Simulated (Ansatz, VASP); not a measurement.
**MoS2: VASP beside Ansatz**

The input INCAR:

```
PREC     = Accurate       # precision mode
ENCUT    = 520            # plane-wave cutoff, eV
EDIFF    = 1E-6           # SCF threshold, eV
ISMEAR   = 0              # smearing method
SIGMA    = 0.05           # smearing width, eV
LREAL    = False          # projectors in reciprocal space
LASPH    = True           # aspherical terms in the spheres
NELM     = 150            # most SCF steps
ALGO     = Fast           # electronic algorithm
ISIF     = 2              # what is computed and relaxed
LWAVE    = False          # write WAVECAR
LCHARG   = False          # write CHGCAR
ISPIN    = 2              # spin polarisation
MAGMOM   = 0 0 0          # initial moments
LORBIT   = 11             # projections on sites
LMAXMIX  = 4              # l up to which the mixer works
GGA      = PE             # functional
NBANDS   = 24             # bands
```

KPOINTS

```
regular mesh
0
Gamma
  7 7 7
```

File POSCAR:

```
MoS2
1.0
    1.5814998900      0.9130793900      6.1233282100
   -1.5814998900      0.9130793900      6.1233282100
    0.0000000000     -1.8261587800      6.1233282100
Mo S
1 2
Direct
    0.0000000000      0.0000000000      0.0000000000
    0.7484000000      0.7484000000      0.7484000000
    0.5849000000      0.5849000000      0.5849000000
```

Input for Ansatz:

```yaml
crystal:
  lattice:
    - [1.58149989, 0.91307939, 6.12332821]
    - [-1.58149989, 0.91307939, 6.12332821]
    - [0.0, -1.82615878, 6.12332821]
  atoms:
    - { symbol: Mo, position: [0.0, 0.0, 0.0], spin: 2.0 }
    - { symbol: S, position: [0.7484, 0.7484, 0.7484] }
    - { symbol: S, position: [0.5849, 0.5849, 0.5849] }
basis:
  ecutwfc: 420
  ecutrho_ratio: 4
kpoints:
  mp_grid: { grid: [7, 7, 7] }
hamiltonian:
  xc: pbe
  hubbard:
    sites:
      - { site: 0, l: d, u_eff: 0.0, starting_ns: [{ spin: up, occupation_matrix: s0up }, { spin: down, occupation_matrix: s0down }] }
    occupation_matrices:
      s0up:
        matrix:
          - [0.02, 0.0, 0.0, 0.0, 0.0]
          - [0.0, 0.02, 0.0, 0.0, 0.0]
          - [0.0, 0.0, 0.02, 0.0, 0.0]
          - [0.0, 0.0, 0.0, 0.97, 0.0]
          - [0.0, 0.0, 0.0, 0.0, 0.97]
      s0down:
        matrix:
          - [0.02, 0.0, 0.0, 0.0, 0.0]
          - [0.0, 0.02, 0.0, 0.0, 0.0]
          - [0.0, 0.0, 0.02, 0.0, 0.0]
          - [0.0, 0.0, 0.0, 0.02, 0.0]
          - [0.0, 0.0, 0.0, 0.0, 0.02]
    ns_hold: { iters: 12 }
scf:
  occupations: { method: gaussian, width: 0.05 }
  lower_state_search: "off"
  max_iter: 150
output:
  forces: true
  stress: true
  eigenvalues: true
  populations: true
  hubbard: { sites: [{ site: 0, l: d }] }
magnetization:
  spin_polarized: true
```

Alike in both runs: task single point; functional PBE; k mesh 7 × 7 × 7; occupations gaussian, width 0.05 eV; collinear spin.

|  | VASP | Ansatz |
| --- | --- | --- |
| version | VASP 6.6.1 | Ansatz 0.2.0 |
| potentials or method | VASP PAW PBE potentials, release 64 (Mo_sv, S) | scalar-relativistic, plane waves, PAW |
| plane-wave cutoff (eV) | 520 | 420 |
| valence electrons in the cell | 26 | 26 |

Ansatz gave:

* gap on the k mesh at the Fermi level (eV): 0.94
* least direct gap on the mesh (eV): 1.99
* pressure (GPa): 9.3
* largest component of the traceless stress (GPa): 4.66
* rms of the force components (eV/Å): 0.608
* net moment per atom (μB): 0.00

Task: What did VASP give for the same quantities?

Result: gap on the k mesh at the Fermi level (eV): 0.96; least direct gap on the mesh (eV): 2.01; pressure (GPa): 9.1; largest component of the traceless stress (GPa): 4.61; rms of the force components (eV/Å): 0.599; net moment per atom (μB): 0.00.

Atom by atom the forces differ by 0.009 eV/Å (rms over components). Ansatz warned: «seeded_moment_not_kept».

Caveats: an odd mesh through Γ misses points on the zone boundary, where band edges often lie; forces of over 1 eV/Å show positions far from the minimum, so gaps and moduli don't describe the material at rest. A hybrid or GW would open this gap; PBE tends to underestimate it.
